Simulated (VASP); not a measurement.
# Settings for Al: relaxation of the cell

Al, Fm-3m (no. 225), 1 atom in the cell. PBE; PAW potentials Al (PBE set). VASP 6.6.1. The cell is changed on purpose: volume scaled by 1.06.

Wanted: cell volume within 0.2 %; lattice lengths within 0.1 %; shortest distances from each atom, periodic images included within 0.005 Å.

What the run is for: cell; Accuracy asked: standard.

The series start from Plane-wave cutoff (eV): 360; Smearing width (eV): 0.1; k-point mesh: 12 × 12 × 12; Relaxation passes: 2; Ionic threshold (EDIFFG): -0.005; Electronic threshold (eV): 1e-6; Precision mode (PREC): Accurate; Relaxation algorithm: IBRION=2 POTIM=0.5. Each series keeps the choices made before it, and each single choice may use up half of a tolerance. Times cover all steps of a run.

## Plane-wave cutoff (eV)

| Plane-wave cutoff (eV) | Cell volume (Å³) | Lattice lengths, largest deviation against the largest value | Shortest distances from each atom, periodic images included, largest deviation (Å) | Time (s) |
|---|---|---|---|---|
| 240 | 16.53 | 0.0042 % | 0.0001 | 4.4 |
| 280 | 16.52 | 0.021 % | 0.0006 | 4.8 |
| 310 | 16.52 | 0.02 % | 0.0006 | 5.6 |
| 360 | 16.52 | 0.013 % | 0.0004 | 6.4 |
| 420 | 16.53 | 0.0042 % | 0.0001 | 7.7 |
| 500 | 16.53 | 0.001 % | 0.0000 | 11 |
| 620 (reference) | 16.53 | 0 % | 0.0000 | 11 |

Chosen: 240, the loosest value from which every tighter one stays within half of the tolerance.

## Smearing width (eV)

| Smearing width (eV) | Cell volume (Å³) | Lattice lengths, largest deviation against the largest value | Shortest distances from each atom, periodic images included, largest deviation (Å) | Time (s) |
|---|---|---|---|---|
| 0.4 | 16.5 | 0.056 % | 0.0016 | 4.4 |
| 0.3 | 16.52 | 0.026 % | 0.0007 | 4.3 |
| 0.2 | 16.53 | 0.0017 % | 0.0001 | 4.4 |
| 0.15 | 16.53 | 0.0053 % | 0.0001 | 4.8 |
| 0.1 | 16.53 | 0.0049 % | 0.0001 | 4.4 |
| 0.05 (reference) | 16.53 | 0 % | 0.0000 | 4.7 |

Chosen: 0.3.

## k-point mesh

| k-point mesh | Cell volume (Å³) | Lattice lengths, largest deviation against the largest value | Shortest distances from each atom, periodic images included, largest deviation (Å) | Time (s) |
|---|---|---|---|---|
| 5 × 5 × 5 | 16.88 | 0.82 % | 0.0233 | 2.5 |
| 6 × 6 × 6 | 16.6 | 0.24 % | 0.0069 | 2.8 |
| 8 × 8 × 8 | 16.51 | 0.058 % | 0.0017 | 3.3 |
| 10 × 10 × 10 | 16.48 | 0.015 % | 0.0004 | 3.8 |
| 12 × 12 × 12 | 16.52 | 0.082 % | 0.0023 | 4.3 |
| 15 × 15 × 15 (reference) | 16.48 | 0 % | 0.0000 | 6.4 |

Chosen: 15 × 15 × 15; the next looser run is off by more than half of the tolerance, so convergence isn't shown beyond this value.

## Relaxation passes

| Relaxation passes | Cell volume (Å³) | Lattice lengths, largest deviation against the largest value | Shortest distances from each atom, periodic images included, largest deviation (Å) | Time (s) |
|---|---|---|---|---|
| 1 | 16.48 | 0 % | 0.0000 | 5.0 |
| 2 | 16.48 | 0 % | 0.0000 | 6.4 |
| 3 (reference) | 16.48 | 0 % | 0.0000 | 9.4 |

Chosen: 1.

## Ionic threshold (EDIFFG)

| Ionic threshold (EDIFFG) | Cell volume (Å³) | Lattice lengths, largest deviation against the largest value | Shortest distances from each atom, periodic images included, largest deviation (Å) | Time (s) |
|---|---|---|---|---|
| -0.05 | 16.41 | 0.13 % | 0.0038 | 5.1 |
| -0.02 | 16.48 | 0 % | 0.0000 | 5.7 |
| -0.01 | 16.48 | 0 % | 0.0000 | 5.8 |
| -0.005 | 16.48 | 0 % | 0.0000 | 5.0 |
| -0.002 (reference) | 16.48 | 0 % | 0.0000 | 5.5 |

Chosen: -0.02.

## Electronic threshold (eV)

| Electronic threshold (eV) | Cell volume (Å³) | Lattice lengths, largest deviation against the largest value | Shortest distances from each atom, periodic images included, largest deviation (Å) | Time (s) |
|---|---|---|---|---|
| 0.0001 | 16.48 | 0.0014 % | 0.0000 | 4.6 |
| 1e-5 | 16.48 | 0 % | 0.0000 | 5.0 |
| 1e-6 | 16.48 | 0 % | 0.0000 | 5.7 |
| 1e-7 (reference) | 16.48 | 0 % | 0.0000 | 5.9 |

Chosen: 0.0001.

## Precision mode (PREC)

| Precision mode (PREC) | Cell volume (Å³) | Lattice lengths, largest deviation against the largest value | Shortest distances from each atom, periodic images included, largest deviation (Å) | Time (s) |
|---|---|---|---|---|
| Normal | 16.48 | 0.00035 % | 0.0000 | 3.2 |
| Accurate (reference) | 16.48 | 0 % | 0.0000 | 4.6 |

Chosen: Normal.

## Relaxation algorithm

| Relaxation algorithm | Cell volume (Å³) | Lattice lengths, largest deviation against the largest value | Shortest distances from each atom, periodic images included, largest deviation (Å) | Time (s) |
|---|---|---|---|---|
| IBRION=2 POTIM=0.5 | 16.48 | 0 % | 0.0000 | 3.2 |
| IBRION=2 POTIM=0.2 | 16.48 | 0.012 % | 0.0003 | 3.6 |
| IBRION=1 POTIM=0.5 | 16.48 | 0.012 % | 0.0003 | 3.2 |
| IBRION=1 POTIM=0.2 | 16.48 | 0.0084 % | 0.0002 | 3.5 |

Chosen: IBRION=2 POTIM=0.5; no other choice that stays within half of the tolerance saves 30 % of the time.

## All choices together

| Input | Cell volume (Å³) | Lattice lengths, largest deviation against the largest value | Shortest distances from each atom, periodic images included, largest deviation (Å) | Time (s) |
|---|---|---|---|---|
| the program's defaults (naive) | 16.6 | 0.29 % | 0.0083 | 1.6 |
| chosen settings | 16.48 | 0.045 % | 0.0013 | 3.2 |
| reference settings throughout | 16.45 | 0 % | 0.0000 | 27 |

The chosen settings stay within the tolerance of the reference run, but the reference itself isn't shown to be converged in: k-point mesh.

Values of the reference run: Lattice lengths: 2.855, 2.855, 2.855 Å; Shortest distances from each atom, periodic images included: 2.855, 2.855, 2.855, 2.855 Å.

## The input

INCAR.step1:
```
SYSTEM = Al
GGA      = PE             ! functional
ISMEAR   = 1              ! smearing method
SIGMA    = 0.3            ! smearing width, eV
LWAVE    = .FALSE.        ! write WAVECAR
LCHARG   = .FALSE.        ! write CHGCAR
NSW      = 80             ! ionic steps
PREC     = Normal         ! precision mode
LASPH    = .TRUE.         ! aspherical terms in the spheres
LREAL    = .FALSE.        ! projectors in reciprocal space
ALGO     = Normal         ! electronic algorithm
EDIFF    = 1E-4           ! SCF threshold, eV
NELM     = 120            ! most SCF steps
GGA_COMPAT= .FALSE.      
IBRION   = 2              ! ionic algorithm
ISIF     = 3              ! what is computed and relaxed
EDIFFG   = -0.02          ! ionic threshold
NELMIN   = 4            
ENCUT    = 240            ! plane-wave cutoff, eV
POTIM    = 0.5            ! step
```

INCAR.step2, as INCAR.step1 but for:
```
- NSW = 80
- IBRION = 2
- ISIF = 3
- EDIFFG = -0.02
- NELMIN = 4
- POTIM = 0.5
+ ISIF = 2
```

KPOINTS:
```
Automatic mesh
0
Gamma
  15 15 15
  0 0 0
```

POSCAR.step1:
```
Al
1.0
    0.0000000000      2.0645171409      2.0645171409
    2.0645171409      0.0000000000      2.0645171409
    2.0645171409      2.0645171409      0.0000000000
Al
1
Direct
    0.0000000000      0.0000000000      0.0000000000
```

Commands (each step's output is kept before the next begins):
```
cat potpaw_PBE.64/Al/POTCAR > POTCAR
cp INCAR.step1 INCAR
cp POSCAR.step1 POSCAR
mpirun -np 1 vasp_std > vasp.out
cp CONTCAR POSCAR
cp INCAR.step2 INCAR
mpirun -np 1 vasp_std > vasp.out
```

The chosen input took VASP 6.6.1 3.2 s on 1 core (AMD EPYC 9R45 (Zen 5)), a shared host.
